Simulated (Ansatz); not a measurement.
## CoO: equation of state with LDA

Crystal: CoO.

```
Co O
1.0
    -1.50800    1.50800    2.10725
     1.50800   -1.50800    2.10725
     1.50800    1.50800   -2.10725
Co O
1 1
Direct
  0.00000 0.00000 0.00000
  0.50000 0.50000 0.00000
```

| Item | Value |
| --- | --- |
| Program | Ansatz 0.2.0 |
| Task | equation of state |
| Functional | LDA |
| Potentials or basis | all-electron LAPW, scalar-relativistic |
| Basis error allowed | 0.001 eV/atom |
| k mesh | 12 × 12 × 12 |
| Occupations | fermi-dirac, width 0.05 eV |
| Spin | collinear spin, ferromagnetic start |
| Starting moments | [2.0, 0.0] μB |

```
Equilibrium volume : outside the volumes run
```

Energy against volume, from the lowest point:
```csv
volume (Å³/atom),energy (meV/atom)
9.009,0.00
9.201,14.44
9.392,31.79
9.584,51.83
9.776,74.72
9.967,100.43
10.159,128.82
```

All runs of the series together: 3.3 min on 2 threads of Arm Neoverse V2, on a shared host.
